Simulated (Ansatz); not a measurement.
# The polar optical mode of BP at 9 GPa, worked through

The calculation used DFT PBE, scalar-relativistic, plane waves, PAW in Ansatz. Settings: 420 eV plane-wave cutoff, Γ-centred 10×10×10 mesh, fixed occupations. No spin polarisation. Phonons by linear response, acoustic sum rule imposed.

The cell, relaxed at 9 GPa:
```
B P
1.0
     0.00000    2.23627    2.23627
     2.23627    0.00000    2.23627
     2.23627    2.23627    0.00000
B P
1 1
Direct
  0.00000 0.00000 0.00000
  0.75000 0.75000 0.75000
```

Linear response gives ν_TO = 841.0 cm⁻¹, Born charges ±0.657 e (positive on P) and ε∞ = 9.140. The primitive cell holds 22.367 Å³, and the masses are 10.810 and 30.974 amu.

**Question.** Find ν_LO and the static dielectric constant.

**Answer.** The long-wave field adds a restoring force: ω_LO² − ω_TO² = Z*²e²/(ε_vac ε∞ μV). In these units ν_LO² − ν_TO² = 4.92064×10⁷ Z*²/(μ V ε∞) cm⁻², with μ = m₁m₂/(m₁ + m₂) = 8.013 amu: 12973 cm⁻². So ν_LO = √(841.0² + 12973) = 848.6 cm⁻¹, and the run gives 848.6. Lyddane–Sachs–Teller then gives ε0 = ε∞ (ν_LO/ν_TO)² = 9.31, against 9.31 in the run (it forms both from the same three quantities, so the match checks the arithmetic only). Between ν_TO and ν_LO the dielectric function is negative and an undamped crystal reflects fully: a reststrahlen band from 11.8 to 11.9 μm.

**Question.** What do the Clausius–Mossotti polarisability and the Szigeti charge come to?

**Answer.** With the Lorentz local field, α = (3V/4π)(ε∞ − 1)/(ε∞ + 2) = 3.90 Å³ for the pair, and e_S = 3Z*/(ε∞ + 2) = 0.18 e. The Born charge includes the electrons' response to the dipole's own local field, and e_S takes that enhancement out. The Lorentz field assumes point-like polarisable ions, a poor picture once ε∞ is this large, since the electron clouds then overlap or are shared, so both numbers are formal here.

**Question.** How strongly does a slow electron couple to the LO mode?

**Answer.** For one isotropic parabolic band, Fröhlich's constant is α_F = (1/ε∞ − 1/ε0) √(m* Ry/ħω_LO), with Ry = 13.606 eV, ħω_LO = 105.2 meV and m* in free-electron masses: α_F = 0.0020 × 11.37 × √m* = 0.02 √m*. The band mass isn't part of this run; for m* = 0.1, 0.3 and 1 it gives 0.01, 0.01, 0.02. In weak coupling the polaron lies α_F ħω_LO below the band edge (1 meV at m* = 0.3) with a mass m*(1 + α_F/6); past α_F of about 5 or 6 that expansion fails. A semilocal functional's ε∞ tends to be too large, which taken alone lowers α_F.

Cost: 1 run of about 0.9 core-minutes, on Intel Xeon Processor @ 2.50GHz (Skylake/Cascade Lake) (shared hosts).

BP is only weakly polar in its infrared response: the LO mode at 848.6 cm⁻¹ lies just above the TO mode at 841.0 cm⁻¹, and the lattice raises the dielectric constant only from 9.140 to 9.31. The small Born charge and strong electronic screening keep the splitting narrow, while stiff covalent bonds and the light boron atom set the high frequency. That stiffness also limits the ionic displacement in a static field.

The positive charge on P runs against the usual electronegativity order, but it is a recognised feature of BP rather than an error. A Born charge measures the polarisation produced by moving an atom, not the charge residing on it. Boron's 2p shell has no p core beneath it and is compact, which probably helps draw the bond charge towards boron as the bond is distorted.

The weak Fröhlich coupling suggests that polar-optical scattering is a minor channel for carriers, though deformation-potential scattering could still be appreciable. With a single pressure, the results don't show whether compression strengthens or weakens the polarity.
